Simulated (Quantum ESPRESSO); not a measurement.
**Equation of state of KTaO3 under LDA**

```
Ta K O
1.0
     3.98830    0.00000    0.00000
     0.00000    3.98830    0.00000
     0.00000    0.00000    3.98830
Ta K O
1 1 3
Cartesian
  0.0000 0.0000 0.0000
  1.9942 1.9942 1.9942
  0.0000 0.0000 1.9942
  0.0000 1.9942 0.0000
  1.9942 0.0000 0.0000
```

The cell was scaled at fixed shape and fractions and run with Quantum ESPRESSO, GBRV 1.5 LDA, cutoff 762 eV; LDA, k mesh 7 × 7 × 7 on the cell of 5 atoms, fermi-dirac occupations of 0.05 eV, no spin polarisation, no spin-orbit coupling. Energies are those that the program minimises, any entropy of the smearing included.

```tsv
V (Å³/atom)	energy over the lowest row (meV/atom)
11.9267	12.68
12.1805	2.46
12.4342	0.00
12.6880	4.52
12.9418	?
13.1955	31.62
13.4493	52.93
```

Fit the third-order Birch-Murnaghan form, give V0, B0 and B′, and predict the energy left open.

With y = (V0/V)^(2/3), E = E0 + (9 V0 B0/16) [(y - 1)³ B′ + (y - 1)² (6 - 4y)]. Least squares through the rows shown give V0 = 12.3920 Å³/atom, E0 = -0.09 meV, B0 = 218.6 GPa (1 eV/Å³ = 160.218 GPa) and B′ = 4.45, with a largest miss of 0.01 meV. At V = 12.9418 the form with these constants gives 15.29 meV; the run gave 15.30 meV an atom. Measured volume: 12.69 Å³/atom (arxiv:2208.05712), so the fit lies -2.3 % from it. The runs are for a static lattice.
